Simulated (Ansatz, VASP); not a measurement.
**Al in VASP and in Ansatz**

INCAR

```
SYSTEM = Al
PREC = Accurate ; ENCUT = 520
EDIFF = 1E-6 ; ISMEAR = 0
SIGMA = 0.1 ; LREAL = .FALSE.
LASPH = .TRUE. ; NELM = 100
ALGO = Normal ; ISIF = 2
LWAVE = .FALSE. ; LCHARG = .TRUE.
GGA = PE ; LELF = .TRUE.
LVHAR = .TRUE. ; NBANDS = 8
```

Contents of KPOINTS:

```
Automatic mesh
0
G
  18 18 18
  0 0 0
```

File POSCAR:

```
Al
1.0
   -1.6175102217      1.6175102217      1.6175102217
    1.6175102217     -1.6175102217      1.6175102217
    1.6175102217      1.6175102217     -1.6175102217
Al
1
Direct
    0.0000000000      0.0000000000      0.0000000000
```

Input for Ansatz:

```yaml
crystal:
  lattice:
    - [-1.6175102217, 1.6175102217, 1.6175102217]
    - [1.6175102217, -1.6175102217, 1.6175102217]
    - [1.6175102217, 1.6175102217, -1.6175102217]
  atoms:
    - { symbol: Al, position: [0.0, 0.0, 0.0] }
basis:
  ecutwfc: 420
kpoints:
  mp_grid: { grid: [18, 18, 18] }
  band_path:
    path:
      - [[0.0, 0.0, 0.0], [0.5, -0.5, 0.5], [0.0, 0.0, 0.5], [0.0, 0.0, 0.0], [0.25, 0.25, 0.25], [0.5, -0.5, 0.5]]
      - [[0.25, 0.25, 0.25], [0.0, 0.0, 0.5]]
    npoints: 14
hamiltonian:
  xc: pbe
scf:
  occupations: { method: gaussian, width: 0.1 }
  n_extra_bands: 6
output:
  forces: true
  stress: true
  eigenvalues: true
  populations: true
  dos: { projected: true, de: 0.02, nscf_kmesh: { grid: [27, 27, 27] } }
  bader: true
  write_density: true
  write_potential: true
  elf: true
  volumetric_format: npy
```

This isn't the form of Al at room conditions, which is fcc.

Alike in both runs: task single point; functional PBE; k mesh 18 × 18 × 18; occupations gaussian, width 0.1 eV; no spin polarisation.

|  | VASP | Ansatz |
| --- | --- | --- |
| version | VASP 6.6.1 | Ansatz 0.2.0 |
| potentials or method | VASP PAW PBE potentials, release 64 (Al) | scalar-relativistic, plane waves, PAW |
| plane-wave cutoff (eV) | 520 | 420 |
| valence electrons in the cell | 3 | 3 |

|  | VASP | Ansatz | Ansatz less VASP |
| --- | --- | --- | --- |
| gap on the k mesh at the Fermi level (eV) | none | none | - |
| pressure (GPa) | 0.0 | 0.0 | +0.02 |

A gap of «none» marks a metal or a gap that the smearing closes. The functional is the same, so the differences come from potentials, cutoffs and numerics.
